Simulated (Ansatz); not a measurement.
# Ru (Ruthenium): the cost of one run

Method: DFT PBE, scalar-relativistic, plane waves, PAW, in Ansatz 0.2.0.

1 further run of the same task is left out (set aside as unsound or not needed).

### 1 Starting point

It takes space group P6_3/mmc (No. 194, hexagonal). Conventional cell: a = 2.706 Å, b = 2.706 Å, c = 4.282 Å, α = 90.00°, β = 90.00°, γ = 120.00°. Ru (site symmetry -6m2) is surrounded by 12 Ru at 2.65 to 2.71 Å.

Structure file:

```
Ru
1.0
     2.70580    0.00000    0.00000
    -1.35290    2.34329    0.00000
     0.00000    0.00000    4.28190
Ru
2
Direct
  0.33333 0.66667 0.25000
  0.66667 0.33333 0.75000
```

The structure comes from the Crystallography Open Database.

(A quick probe on a coarse mesh, which set the mesh and smearing, is not shown.)

### 3 The relaxation

Input file input.yaml:

```yaml
crystal:
  lattice:
    - [2.7058, 0.0, 0.0]
    - [-1.3529, 2.3432915376, 0.0]
    - [0.0, 0.0, 4.2819]
  atoms:
    - { symbol: Ru, position: [0.3333333333, 0.6666666667, 0.25] }
    - { symbol: Ru, position: [0.6666666667, 0.3333333333, 0.75] }
basis:
  ecutwfc: 420
kpoints:
  mp_grid: { grid: [18, 18, 10] }
hamiltonian:
  xc: pbe
scf:
  occupations: { method: gaussian, width: 0.1 }
output:
  forces: true
  stress: true
  eigenvalues: true
  write_density: true
  write_potential: true
  elf: true
  volumetric_format: npy
relax:
  adjacent_minimum: "off"
  f_tol: 0.005
  max_steps: 80
  cell: { stress_tol: 0.05 }
```

Started as:

```bash
$ ansatz run input.yaml --threads 2 --pin off --max-ram 5120MiB --backend cpu --events-out ev --progress --plain --runs-dir out
```

Q: Estimate wall time and peak memory on 2 threads of Intel Xeon at 2.70GHz, shared host.

About 18 s, with a peak of 0.43 GiB.
